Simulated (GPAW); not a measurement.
**BP in GPAW: convergence with plane-wave cutoff (eV)**

BP:

```xyz
2
Lattice="0.0000 2.2690 2.2690 2.2690 0.0000 2.2690 2.2690 2.2690 0.0000" Properties=species:S:1:pos:R:3 pbc="T T T"
P     1.1345    1.1345    1.1345
B     0.0000    0.0000    0.0000
```

```yaml
Program: GPAW 26.7.0
Task: G0W0 quasiparticle levels
Functional: PBE
Potentials_or_basis: GPAW PAW data sets (gpaw-data 1.2.1)
Cutoff: 250 eV
Basis: pw
k_mesh: 5 × 5 × 5
Occupations: fermi-dirac, width 0.001 eV
Spin: no spin polarisation
Frequency: ppa
Extrapolate: no
Qp_bands: 1
Response_ecut: 100 eV
Maxiter: 150
Integrate_gamma: WS
Vertex: none
All_k: no
Response_bands: 53
```

These are the settings of the first run; the series varies plane-wave cutoff (eV), with any setting tied to it.

Hardware: 1 thread of Arm Neoverse V1 (shared host).

Q: The values tried are 250, 300, 350, 400, 500, 600, 700, loosest first. From which on does the gap on the mesh stay within 0.01 eV of the tightest run that finished?

A: From 350 on.

| plane-wave cutoff (eV) | energy less the tightest run, at zero smearing (meV/atom) | gap on the mesh (eV) | quasiparticle gap at the points computed (eV) | SCF cycles | CPU time (s) | peak memory (GiB) |
| --- | --- | --- | --- | --- | --- | --- |
| 250 | 198.84 | 1.160 | 1.756 | 10 | 14 | 0.23 |
| 300 | 83.69 | 1.226 | 1.805 | 10 | 17 | 0.24 |
| 350 | 33.10 | 1.228 | 1.807 | 10 | 17 | 0.24 |
| 400 | 13.52 | 1.234 | 1.811 | 10 | 19 | 0.25 |
| 500 | 4.12 | 1.239 | 1.814 | 10 | 34 | 0.28 |
| 600 | 2.29 | 1.238 | 1.814 | 10 | 34 | 0.3 |
| 700 | 0.00 | 1.237 | 1.813 | 10 | 40 | 0.31 |

Against the tightest run, the quasiparticle gap at the points computed stays within 0.05 eV from 300 on. Not settled before the last step: the energy (to 1 meV/atom). The tightest run that finished is the yardstick and may itself not be fully converged.

Caveat, for the tightest run too: the k mesh is coarse (spacing up to 0.48 Å⁻¹), so the values aren't converged; the quasiparticle gap is taken among the few k points that were corrected; the long-wavelength limit can be off by a per cent or two; an odd mesh through Γ misses points on the zone boundary, where band edges often lie.

A gap of «none» marks a metal or a gap under the smearing width.
